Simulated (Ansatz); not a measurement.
# 33S nuclear quadrupole resonance in SnS under strain

Cell: a COD entry, relaxed with PBE at fixed cell and then changed (z compressed by 2 %, ions relaxed).

```cif
data_structure
_symmetry_space_group_name_H-M 'P 1'
_symmetry_Int_Tables_number 1
_cell_length_a 11.3200
_cell_length_b 4.0500
_cell_length_c 4.1572
_cell_angle_alpha 90.000
_cell_angle_beta 90.000
_cell_angle_gamma 90.000
_cell_volume 190.59
loop_
_atom_site_label
_atom_site_type_symbol
_atom_site_fract_x
_atom_site_fract_y
_atom_site_fract_z
_atom_site_occupancy
Sn1 Sn 0.12043 0.25000 0.09695 1
Sn2 Sn 0.37957 0.75000 0.59695 1
Sn3 Sn 0.62043 0.25000 0.40305 1
Sn4 Sn 0.87957 0.75000 0.90305 1
S5 S 0.85160 0.25000 0.47706 1
S6 S 0.64840 0.75000 0.97706 1
S7 S 0.35160 0.25000 0.02294 1
S8 S 0.14840 0.75000 0.52294 1
```

Atom numbers follow the list; atoms alike are taken as one site, whose name carries the number of the first.

Computed with Ansatz: DFT, PBE, plane waves and PAW, scalar-relativistic, 420 eV cutoff, Γ-centred 4×11×10 k-points, Fermi–Dirac smearing 0.02 eV.

33S: I = 3/2, Q = -69.40 mb (year-2017 value). Static lattice, zero field.

Task: At which frequencies do the 33S NQR lines lie?

Result: For I = 3/2 there is one line, ν = (|C_Q|/2)(1 + η²/3)^½.

```json
{"site": "S", "atoms": "5, 6, 7, 8", "V_zz (10²¹ V/m²)": "-2.50", "C_Q (MHz)": "4.20", "η": "0.11", "line frequencies (MHz)": "2.11"}
```

Without spin–orbit coupling (the program notes it for Sn) the gradients can shift somewhat, as the gap is small.

The relaxation (5 steps) took 3.5 min of wall time (3.5 min of CPU time) and 1.1 GiB at its peak, on 1 thread of Intel Xeon Platinum 8488C (Sapphire Rapids) (x86_64; 16 cores open to the job, memory cap 3.0 GiB, no GPU), a shared host with a load of 0.5 a core.
